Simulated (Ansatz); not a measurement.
Runs of Ansatz 0.2.0 on HfN. The structure is cubic, space group F-43m (No. 216). Conventional cell: a = 4.910 Å, b = 4.910 Å, c = 4.910 Å, α = 90.00°, β = 90.00°, γ = 90.00°. Hf (site symmetry -43m) has 4 N at 2.13 Å as nearest neighbours. N (site symmetry -43m) is surrounded by 4 Hf at 2.13 Å. The cell comes from a database or a generator and needn't be the stable form of this composition.

```tsv
share of exact exchange	gap on the mesh (eV)	pressure (GPa)
0.25	none	(b)
0.3	none	-2.0
0.1	none	0.0
0.05	none	0.6
0.15	none	(a)
0.2	none	-1.0
```

Alike in all rows: task single point; level HSE06 form with a typed share of exact exchange; potentials or basis Ansatz PAW; no spin polarisation; cell as given; k mesh 5 × 5 × 5; cutoff (eV) 420; smearing fermi-dirac 0.05 eV; the mesh is coarse, so values aren't converged.

**Question.** Fill in the values left out.

**Answer.** (a) -0.5; (b) -1.5.

Caveats: all runs use coarse meshes; the PAW data sets come from PBE, with cores solved anew for the run's functional, which leaves a small shift of forces and pressure; the thresholds are loose for stress.

A k mesh can miss the band edges, and the runs leave out spin-orbit coupling on Hf.

A gap of «none» marks a metal or a gap under the smearing width.
